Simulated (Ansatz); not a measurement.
The system is InPd.

```
In Pd
1.0
     3.27188    0.00000    0.00000
     0.00000    3.27188    0.00000
     0.00000    0.00000    3.27188
In Pd
1 1
Direct
  0.00000 0.00000 0.00000
  0.50000 0.50000 0.50000
```

The cell comes from a database or a generator and needn't be the stable form of this composition.

- Program: Ansatz 0.2.0
- Task: relaxation of cell and atoms
- Functional: B3LYP
- Potentials or basis: Ansatz PAW
- Cutoff: 420 eV (not typed: the program's choice for these potentials)
- k mesh: 4 × 4 × 4
- Occupations: fermi-dirac, width 0.05 eV
- Spin: no spin polarisation

At the start: volume 17.51 Å³/atom.

Task: How do energy, volume and symmetry change on relaxing?

Result: It ends after 5 steps and the volume is 18.47 Å³/atom (+5.4 %); space group Pm-3m (No. 221, to 0.05 Å).

The path:
```csv
step,energy change (eV),largest force (eV/Å),volume (Å³)
1,0.0000,0.0000,35.03
2,-0.0351,0.0000,37.25
3,-0.0362,0.0000,36.97
4,-0.0363,0.0000,36.93
5,-0.0375,0.0000,36.93
```

Final structure:
```yaml
crystal:
  lattice:
    - [3.33015, 0.00000, 0.00000]
    - [0.00000, 3.33015, 0.00000]
    - [0.00000, 0.00000, 3.33015]
  atoms:
    - { symbol: In, position: [0.00000, 0.00000, 0.00000] }
    - { symbol: Pd, position: [0.50000, 0.50000, 0.50000] }
```

Caveat: the k mesh is coarse (spacing up to 0.48 Å⁻¹), so the values aren't converged, least of all with exact exchange; the plane-wave basis is chosen anew once the cell has moved, so the energies of steps on either side of that aren't comparable; the PAW data sets come from PBE, with cores solved anew for the run's functional, which leaves a small shift of forces and pressure.
